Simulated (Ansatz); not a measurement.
Li2O in Ansatz: the effect of functional

Crystal: Li2O.

```
O Li
1.0
     0.00000    2.27935    2.27935
     2.27935    0.00000    2.27935
     2.27935    2.27935    0.00000
O Li
1 2
Direct
  0.00000 0.00000 0.00000
  0.25000 0.25000 0.25000
  0.75000 0.75000 0.75000
```

The cell comes from a database or a generator and needn't be the stable form of this composition.

The cell isn't the ideal one: volume scaled by 0.94.

Alike in all runs:

| Item | Value |
| --- | --- |
| Program | Ansatz 0.2.0 |
| Task | single point |
| Potentials or basis | Ansatz PAW |
| k mesh | 10 × 10 × 10 |
| Occupations | fermi-dirac, width 0.05 eV |
| Spin | no spin polarisation |

**Question.** One run gave: gap on the mesh 4.88 eV; pressure -3.7 GPa. Which functional did it use?
A. r2SCAN
B. PBE
C. LDA
D. PBEsol

**Answer.** C.

```csv
functional,cutoff,gap on the mesh (eV),pressure (GPa)
PBEsol,420 eV (not typed: the program's choice for these potentials),4.90,1.2
LDA,420 eV (not typed: the program's choice for these potentials),4.88,-3.7
r2SCAN,500 eV (not typed: the program's choice for these potentials),5.79,0.8
PBE,420 eV (not typed: the program's choice for these potentials),5.07,3.8
```

Caveats: the PAW data sets come from PBE, with cores solved anew for the run's functional, which leaves a small shift of forces and pressure (some runs).

A k mesh can miss the band edges.
